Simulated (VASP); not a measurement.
# Si (Fd-3m) in VASP: a series of runs

Runs on Si. Level: r2SCAN. Tasks: relaxation of cell and atoms.

Program: VASP 6.6.1. These are calculated values, not measurements. Logs are shortened: lines on timing, memory, paths and dates and some standing lists are left out, and cuts for length are marked.

## Step 1: The crystal as given

Symmetry: Fd-3m, No. 227, cubic system. Conventional cell: a = 5.427 Å, b = 5.427 Å, c = 5.427 Å, α = 90.00°, β = 90.00°, γ = 90.00°. Si (site symmetry -43m) has 4 Si at 2.35 Å as nearest neighbours.

## Step 2: Relaxation of cell and atoms, r2SCAN

INCAR reads:

```
ALGO     = Normal         # electronic algorithm
EDIFF    = 1E-6           # SCF threshold, eV
EDIFFG   = -0.01          # ionic threshold
ENCUT    = 600            # plane-wave cutoff, eV
IBRION   = 2              # ionic algorithm
ISIF     = 3              # what is computed and relaxed
ISMEAR   = 0              # smearing method
LASPH    = True           # aspherical terms in the spheres
LCHARG   = False          # write CHGCAR
LMIXTAU  = True         
LREAL    = False          # projectors in reciprocal space
LWAVE    = False          # write WAVECAR
METAGGA  = R2SCAN         # meta-GGA
NELM     = 80             # most SCF steps
NSW      = 90             # ionic steps
PREC     = Accurate       # precision mode
SIGMA    = 0.03           # smearing width, eV
```

KPOINTS reads:

```
k-points
0
Gamma
  12 12 12
```

POSCAR reads:

```
Si
1.0
    0.0000000000      2.7135600000      2.7135600000
    2.7135600000      0.0000000000      2.7135600000
    2.7135600000      2.7135600000      0.0000000000
Si
2
Direct
    0.7500000000      0.7500000000      0.7500000000
    0.5000000000      0.5000000000      0.5000000000
```

Potentials or basis: VASP PAW PBE potentials, release 64 (Si).

On the command line:

```sh
> cat potpaw_PBE.64/Si/POTCAR > POTCAR
> mpirun -np 1 vasp_std > vasp.out
```

OUTCAR:

```text
EDIFF = 1E-6
   EDIFFG = -0.01
   ENCUT = 600
   IBRION = 2
   ISIF = 3
   ISMEAR = 0
   LASPH = True
   LREAL = False
   METAGGA = R2SCAN
   NELM = 80
   NSW = 90
   PREC = Accurate

 ion  position               nearest neighbor table
   1  0.750  0.750  0.750-   2 2.35   2 2.35   2 2.35   2 2.35
   2  0.500  0.500  0.500-   1 2.35   1 2.35   1 2.35   1 2.35

  LATTYP: Found a face centered cubic cell.
 ALAT       =     5.4271200000

  Lattice vectors:

 A1 = (   0.0000000000,   2.7135600000,   2.7135600000)
 A2 = (   2.7135600000,   0.0000000000,   2.7135600000)
 A3 = (   2.7135600000,   2.7135600000,   0.0000000000)

Analysis of symmetry for initial positions (statically):
=====================================================================
 Subroutine PRICEL returns:
 Original cell was already a primitive cell.

 Routine SETGRP: Setting up the symmetry group for a
 face centered cubic supercell.

 Subroutine GETGRP returns: Found 48 space group operations
 (whereof 24 operations were pure point group operations)
 out of a pool of 48 trial point group operations.

The static configuration has the point symmetry T_d .
 The point group associated with its full space group is O_h .

Analysis of symmetry for dynamics (positions and initial velocities):
=====================================================================
 Subroutine PRICEL returns:
 Original cell was already a primitive cell.

 Routine SETGRP: Setting up the symmetry group for a
 face centered cubic supercell.

 Subroutine GETGRP returns: Found 48 space group operations
 (whereof 24 operations were pure point group operations)
 out of a pool of 48 trial point group operations.

The dynamic configuration has the point symmetry T_d .
 The point group associated with its full space group is O_h .

 Subroutine INISYM returns: Found 48 space group operations
 (whereof 24 operations are pure point group operations),
 and found     1 'primitive' translations

----------------------------------------------------------------------------------------

                                     Primitive cell

  volume of cell :      39.9621

  direct lattice vectors                    reciprocal lattice vectors
     0.000000000  2.713560000  2.713560000    -0.184259792  0.184259792  0.184259792
     2.713560000  0.000000000  2.713560000     0.184259792 -0.184259792  0.184259792
     2.713560000  2.713560000  0.000000000     0.184259792  0.184259792 -0.184259792

  length of vectors
     3.837553354  3.837553354  3.837553354     0.319147321  0.319147321  0.319147321
[... 95 lines left out ...]
   EFERMI =   0.00;   METHOD = LEGACY
   ISMEAR =     0;   SIGMA  =   0.03  broadening in eV -4-tet -1-fermi 0-gaus
   EFERMI_NEDOS =   21; number of points for ismear=-14 and -15
   IALGO  =     38    algorithm
   IMIX   =      4    mixing-type and parameters
     AMIX     =   0.40;   BMIX     =  1.00
     AMIX_MAG =   1.60;   BMIX_MAG =  1.00
  volume/ion in A,a.u.               =      19.98       134.84
  Fermi-wavevector in a.u.,A,eV,Ry     =   0.957684  1.809760 12.478691  0.917158
  Thomas-Fermi vector in A             =   2.086724
   LORBIT       =      0    0 simple, 1 ext, 2 COOP (PROOUT), +10 PAW based schemes
   METAGGA = R2SCAN    functional components
   LHFCALC =     F    Hartree Fock is set to
   AEXX    =    0.0000 exact exchange contribution
   IVDW    =     0    specifies the selected vdW correction
   LEPSILON=     F    determine dielectric tensor
   LRPA    =     F    only Hartree local field effects (RPA)
 conjugate gradient relaxation of ions
 non-spin polarized calculation
 Gauss-broadening in eV      SIGMA  =   0.03
  energy-cutoff  :      600.00
  volume of cell :       39.96
 maximum number of plane-waves:      1363
   NGX = 15   NGY = 15   NGZ = 15

--------------------------------------- Ionic step        1  -------------------------------------------

 number of electron       7.9999999 magnetization

 Free energy of the ion-electron system (eV)
  ---------------------------------------------------
  ext. energy  EPLUGINS =         0.00000000
  ---------------------------------------------------
  free energy    TOTEN  =       -17.54945835 eV

  energy without entropy =      -17.54945835  energy(sigma->0) =      -17.54945835

------------------------ aborting loop because EDIFF is reached ----------------------------------------

  FORCE on cell =-STRESS in cart. coord.  units (eV):
  Direction    XX          YY          ZZ          XY          YZ          ZX
  --------------------------------------------------------------------------------------
  -------------------------------------------------------------------------------------
  Total        0.1775937      0.1775937      0.1775937     -0.0000000     -0.0000000      0.0000000
  in kB        7.1201613      7.1201613      7.1201613     -0.0000000     -0.0000000      0.0000000
  external PRESSURE =       7.1201613 kB  Pullay stress =       0.0000000 kB
[... 59 lines left out ...]
--------------------------------------- Ionic step        3  -------------------------------------------

 number of electron       8.0000000 magnetization

 Free energy of the ion-electron system (eV)
  ---------------------------------------------------
  ext. energy  EPLUGINS =         0.00000000
  ---------------------------------------------------
  free energy    TOTEN  =       -17.55005406 eV

  energy without entropy =      -17.55005406  energy(sigma->0) =      -17.55005406

 E-fermi :   5.8073     XC(G=0):  -9.8357

 val. band max:        5.6876638436   @ k =   0.0000   0.0000   0.0000
 cond. band min:       6.4689023555   @ k =   0.4167   0.4167   0.0000
 fundamental gap:      0.7812385119
 Fermi energy:         5.8072561652

 k-point     1 :       0.0000    0.0000    0.0000
  band No.  band energies     occupation
      1      -6.8036      2.00000
      2       5.6877      2.00000
      3       5.6877      2.00000
      4       5.6877      2.00000
      5       8.4440      0.00000
      6       8.4440      0.00000
      7       8.4440      0.00000
      8       9.6162      0.00000
[... 243 lines left out ...]
 k-point    24 :      -0.4167    0.1667    0.0000
  band No.  band energies     occupation
      1      -4.0754      2.00000
      2      -1.3444      2.00000
      3       2.5909      2.00000
      4       4.0093      2.00000
      5       8.1510      0.00000
      6      10.1138      0.00000
      7      10.3892      0.00000
      8      14.2107      0.00000

 [... further k-points ...]
[... 5 lines left out ...]
  --------------------------------------------------------------------------------------
  -------------------------------------------------------------------------------------
  Total        0.0024238      0.0024238      0.0024238      0.0000000      0.0000000      0.0000000
  in kB        0.0965089      0.0965089      0.0965089      0.0000000      0.0000000      0.0000000
  external PRESSURE =       0.0965089 kB  Pullay stress =       0.0000000 kB
[... 17 lines left out ...]
  FREE ENERGIE OF THE ION-ELECTRON SYSTEM (eV)
  ---------------------------------------------------
  free  energy   TOTEN  =       -17.5500540635 eV

  energy  without entropy=      -17.5500540635  energy(sigma->0) =      -17.55005406

 reached required accuracy - stopping structural energy minimisation
```

OSZICAR:

```text
N       E                     dE             d eps       ncg     rms          rms(c)
DAV:   1     0.398489726288E+01    0.39849E+01   -0.39254E+03  1160   0.950E+02
DAV:   2    -0.184135611493E+02   -0.22398E+02   -0.21789E+02  1736   0.937E+01
DAV:   3    -0.187148823244E+02   -0.30132E+00   -0.30132E+00  1440   0.140E+01
[... 25 lines left out ...]
DAV:   2    -0.175500717638E+02    0.54837E-04   -0.22384E-04  1600   0.114E-01    0.576E-02
DAV:   3    -0.175500250183E+02    0.46746E-04   -0.82791E-05  1256   0.813E-02    0.170E-02
DAV:   4    -0.175500500097E+02   -0.24991E-04   -0.99285E-06  1424   0.275E-02    0.164E-02
DAV:   5    -0.175500396230E+02    0.10387E-04   -0.59221E-06  1232   0.293E-02    0.121E-02
DAV:   6    -0.175500542060E+02   -0.14583E-04   -0.67086E-06  1200   0.300E-02    0.160E-03
DAV:   7    -0.175500540635E+02    0.14254E-06   -0.66405E-07   896   0.107E-02
   3 F= -.17550054E+02 E0= -.17550054E+02  d E =-.595710E-03
```

CONTCAR:

```text
Si
   1.00000000000000
    -0.0000000000000000    2.7197934114305462    2.7197934114305462
     2.7197934114305462   -0.0000000000000000    2.7197934114305462
     2.7197934114305462    2.7197934114305462    0.0000000000000000
  Si
     2
Direct
     0.7500000000000000    0.7500000000000000    0.7500000000000000
     0.5000000000000000    0.5000000000000000    0.5000000000000000

  0.00000000E+00  0.00000000E+00  0.00000000E+00
  0.00000000E+00  0.00000000E+00  0.00000000E+00
```

It took 1.8 min on 1 thread of Intel Xeon Platinum 8559C (Emerald Rapids), shared host; peak memory 0.19 GiB.

Results:

```
Free energy                            : -17.5501 eV
Relaxed volume                         : 20.12 Å³/atom
Relaxed cell                           : a = 3.846 Å, b = 3.846 Å, c = 3.846 Å, α = 60.00°, β = 60.00°, γ = 60.00°
Space group after relaxing (to 0.05 Å) : Fd-3m (No. 227)
Energy gained by relaxing              : 0.3 meV/atom
Ionic steps                            : 3
Pressure after relaxing                : 0.0 GPa
Band gap on the k mesh                 : 0.78 eV, indirect (least direct gap 2.76 eV)
```

The path:
```csv
step,energy change (eV),largest force (eV/Å),pressure (GPa),volume (Å³)
1,0.0000,0.0000,0.71,39.96
2,-0.0002,0.0000,-0.56,40.48
3,-0.0006,0.0000,0.01,40.24
```

Final structure:
```xyz
2
Lattice="0.0000 2.7198 2.7198 2.7198 0.0000 2.7198 2.7198 2.7198 0.0000" Properties=species:S:1:pos:R:3 pbc="T T T"
Si    4.0797    4.0797    4.0797
Si    2.7198    2.7198    2.7198
```

Levels at points of the mesh, in eV from the valence-band top:
```
           k point  band 2  band 3  band 4  band 5  band 6  band 7
(0.00, 0.00, 0.00)    0.00    0.00    0.00    2.76    2.76    2.76
(0.50, 0.00, 0.00)   -7.24   -1.27   -1.27    1.87    3.59    3.59
(0.50, 0.50, 0.00)   -8.14   -3.00   -3.00    0.93    0.93   10.84
```

Caveat: the PAW data sets were made with another functional, which shifts forces and pressure a little. A k mesh can miss the band edges.

[end of part 1 of 2]
